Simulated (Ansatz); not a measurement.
The system is MgS (Niningerite).

```
S Mg
1.0
     0.00000    2.60165    2.60165
     2.60165    0.00000    2.60165
     2.60165    2.60165    0.00000
S Mg
1 1
Direct
  0.50959 0.50184 0.51348
  0.99407 0.01003 0.98603
```

The cell isn't the ideal one: atoms moved at random, drawn with an rms of 0.05 Å.

* Program: Ansatz 0.2.0
* Task: relaxation of cell and atoms
* Functional: LDA
* Potentials or basis: Ansatz PAW earlier set
* Cutoff: 760 eV
* Density cutoff: 3040 eV
* k mesh: 7 × 7 × 7
* Occupations: gaussian, width 0.01 eV
* Spin: no spin polarisation

At the start: volume 17.61 Å³/atom.

Task: How do energy, volume and symmetry change on relaxing?

Result: It ends after 5 steps and the volume is 16.87 Å³/atom (-4.2 %); space group Fm-3m (No. 225, to 0.05 Å).

The path:
| step | energy change (eV) | largest force (eV/Å) | volume (Å³) |
| --- | --- | --- | --- |
| 1 | 0.0000 | 0.3282 | 35.22 |
| 2 | -0.0258 | 0.2433 | 33.95 |
| 3 | -0.0345 | 0.0324 | 33.47 |
| 4 | -0.0353 | 0.0000 | 33.75 |
| 5 | -0.0352 | 0.0000 | 33.75 |

Final structure:
```cif
data_structure
_symmetry_space_group_name_H-M 'P 1'
_symmetry_Int_Tables_number 1
_cell_length_a 3.6272
_cell_length_b 3.6274
_cell_length_c 3.6272
_cell_angle_alpha 59.998
_cell_angle_beta 60.003
_cell_angle_gamma 59.997
_cell_volume 33.75
loop_
_atom_site_label
_atom_site_type_symbol
_atom_site_fract_x
_atom_site_fract_y
_atom_site_fract_z
_atom_site_occupancy
S1 S 0.50183 0.50594 0.49975 1
Mg1 Mg 0.00183 0.00594 0.99975 1
```

Caveat: the plane-wave basis is chosen anew once the cell has moved, so the energies of steps on either side of that aren't comparable; the PAW data sets come from PBE, with cores solved anew for the run's functional, which leaves a small shift of forces and pressure.
